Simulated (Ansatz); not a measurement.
## What biaxial strain +2.95 %, plane normal [110], relaxed out of plane does to CsBr

Consider CsBr in the CsCl type structure (space group Pm-3m, No. 221; a = 4.2420 Å). Axes: x, y, z lie along the cube axes.

One thing is altered: biaxial strain +2.95 %, plane normal [110], relaxed out of plane (Cartesian); in-plane vectors clamped, the third vector and the atoms free.

Level of theory: PBEsol (Ansatz, a first-principles code; PAW; 420 eV plane waves; no SOC). k-mesh 8×8×8 (Γ-centred); smearing 0.05 eV (Fermi–Dirac).

- Volume per atom = 39.62 Å³ (base 38.17 Å³)
- Shortest interatomic distance = 3.660 Å (base 3.674 Å)
- Energy relative to the base (free energy F) = +5.5 meV/atom
- Pressure (mean of the normal stresses, compression positive) = -0.48 GPa (base 0.00 GPa)
- Band gap = 4.26 eV (base 4.45 eV)
- Gap character = direct at Γ (base direct at Γ)
- Electron mass = 0.31 mₑ out of plane, 0.29 mₑ in plane (at Γ) (base 0.29 mₑ (at Γ))
- Valence-band top at Γ (three highest levels, from the VBM) = 0.00, -0.01, -0.10 eV (base 0.00, 0.00, 0.00 eV)
- Valley order (the lowest conduction-band minima on the path, energy above the VBM, named in the base's zone) = Γ 4.26 eV; M along [101] 5.08 eV; M along [110] 5.10 eV (base Γ 4.45 eV; M along ⟨110⟩ 5.16 eV)
- Out-of-plane strain = -2.07 %
- Ratio −ε⊥/ε∥ = 0.70
- Mean in-plane stress (compression positive) = -0.7 GPa

Masses are band curvatures over ±0.01 Å⁻¹ around the edge. Whether these cells are dynamically stable was not tested. Labels are those of the standard path for the cell's own space group.
